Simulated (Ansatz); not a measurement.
Runs of Ansatz 0.2.0 on As. The structure is cubic, space group Pm-3m (No. 221). The conventional cell has a = 2.704 Å, b = 2.704 Å, c = 2.704 Å, α = 90.00°, β = 90.00°, γ = 90.00°. As (site symmetry m-3m) is surrounded by 6 As at 2.70 Å. This isn't the form of As at room conditions, which is rhombohedral.

| level | cutoff (eV) | gap on the mesh (eV) | pressure (GPa) | relaxed volume (Å³/atom) |
| --- | --- | --- | --- | --- |
| revPBE | 420 | none | 0.0 | 20.57 |
| PBEsol+D4 | 420 | none | 0.0 | 18.95 |
| PBEsol | 420 | none | 0.0 | 19.42 |
| RPBE | 420 | none | 0.0 | 20.69 |
| PBEsol+D3(BJ) | 420 | none | 0.0 | (a) |
| r2SCAN | 500 | none | 0.0 | 19.73 |
| BLYP | 420 | none | 0.0 | (b) |

Alike in all rows: task relaxation of cell and atoms; potentials or basis Ansatz PAW; no spin polarisation; cell relaxed; k mesh 10 × 10 × 10; smearing fermi-dirac 0.05 eV.

Estimate the missing entries.

(a) 18.70; (b) 21.96.

Caveats: the plane-wave basis is chosen anew once the cell has moved, so the energies of steps on either side of that aren't comparable; the PAW data sets come from PBE, with cores solved anew for the run's functional, which leaves a small shift of forces and pressure; pairwise dispersion overbinds metals, which lowers pressure and volume (some runs).

A k mesh can miss the band edges, and the runs leave out spin-orbit coupling on As.

A gap of «none» marks a metal or a gap under the smearing width.

Runs at the PBE level aren't shown here.
